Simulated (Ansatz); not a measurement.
# HfS2: the cost of one run

Method: DFT PBEsol, scalar-relativistic, plane waves, PAW, in Ansatz 0.2.0.

### 1 Starting point

It takes space group P-3m1 (No. 164, trigonal). Conventional cell: a = 3.640 Å, b = 3.640 Å, c = 6.056 Å, α = 90.00°, β = 90.00°, γ = 120.00°. Hf (site symmetry -3m) has 6 S at 2.54 Å as nearest neighbours. S (site symmetry 3m) is surrounded by 3 Hf at 2.54 Å.

Structure file:

```cif
data_structure
_symmetry_space_group_name_H-M 'P-3m1'
_symmetry_Int_Tables_number 164
_cell_length_a 3.6397
_cell_length_b 3.6397
_cell_length_c 6.0556
_cell_angle_alpha 90.000
_cell_angle_beta 90.000
_cell_angle_gamma 120.000
_cell_volume 69.47
loop_
_atom_site_label
_atom_site_type_symbol
_atom_site_symmetry_multiplicity
_atom_site_Wyckoff_symbol
_atom_site_fract_x
_atom_site_fract_y
_atom_site_fract_z
_atom_site_occupancy
Hf1 Hf 1 a 0.00000 0.00000 0.00000 1
S1 S 2 d 0.66667 0.33333 0.76395 1
```

The structure comes from the Materials Project (structure only).

(A quick probe on a coarse mesh, which set the mesh and smearing, is not shown.)

### 3 Relaxing cell and atoms

Input file input.yaml:

```yaml
crystal:
  lattice:
    - [3.63966418, 0.0, 0.0]
    - [-1.81983209, 3.1520416411, 0.0]
    - [0.0, 0.0, 6.05556247]
  atoms:
    - { symbol: Hf, position: [0.0, 0.0, 0.0] }
    - { symbol: S, position: [0.66666667, 0.33333333, 0.76395205] }
    - { symbol: S, position: [0.33333333, 0.66666667, 0.23604795] }
basis:
  ecutwfc: 420
kpoints:
  mp_grid: { grid: [12, 12, 6] }
hamiltonian:
  xc: pbesol
scf:
  occupations: { method: gaussian, width: 0.02 }
output:
  forces: true
  stress: true
  eigenvalues: true
relax:
  adjacent_minimum: "off"
  f_tol: 0.005
  max_steps: 80
  cell: { stress_tol: 0.05 }
```

Started as:

```
$ ansatz run input.yaml --threads 1 --pin off --max-ram 2560MiB --backend cpu --events-out ev --progress --plain --runs-dir out
```

**Question.** How long does this run take on 1 thread of AMD EPYC 9R45 (Zen 5), shared host, and how much memory does it need?

About 18 s, with a peak of 0.51 GiB.
